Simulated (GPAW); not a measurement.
Runs of GPAW 26.7.0 on SrO. The structure is cubic, space group Fm-3m (No. 225). The conventional cell has a = 5.133 Å, b = 5.133 Å, c = 5.133 Å, α = 90.00°, β = 90.00°, γ = 90.00°. Sr (site symmetry m-3m) has 6 O at 2.57 Å as nearest neighbours. Around O (site symmetry m-3m) lie 6 Sr at 2.57 Å. 

```tsv
task	level	k mesh	cutoff (eV)	smearing	maxiter	convergence	response ecut	response k mesh	response bands	gap on the mesh (eV)	pressure (GPa)
electron localisation function	r2SCAN	9 × 9 × 9	800	fermi-dirac 0.05 eV	150	-	-	-	-	3.89	2.1
single point	PBE	7 × 7 × 7	600	fermi-dirac 0.05 eV	120	default	-	-	-	3.45	1.2
dielectric tensor	PBE	7 × 7 × 7	600	fermi-dirac 0.001 eV	150	-	80 eV	23 × 23 × 23	28	3.45	-
Wannier functions	r2SCAN	9 × 9 × 9	800	fermi-dirac 0.05 eV	150	-	-	-	-	3.89	2.1
single point	PBE0	6 × 6 × 6	600	fermi-dirac 0.05 eV	60	-	-	-	-	(a)	-
```

Alike in all rows: potentials or basis GPAW PAW data sets (gpaw-data 1.2.1), pw; no spin polarisation; cell as given.

Task: Fill in the values left out.

Result: (a) 5.59.

Caveats: an odd mesh through Γ misses points on the zone boundary, where band edges often lie (some runs); the PAW data sets were made with another functional, which shifts forces and pressure a little (some runs); the cutoff is short for stress and forces, so pressures can be off by a GPa or more (some runs); the long-wavelength limit can be off by a per cent or two (some runs).

A k mesh can miss the band edges, and the runs leave out spin-orbit coupling on Sr.
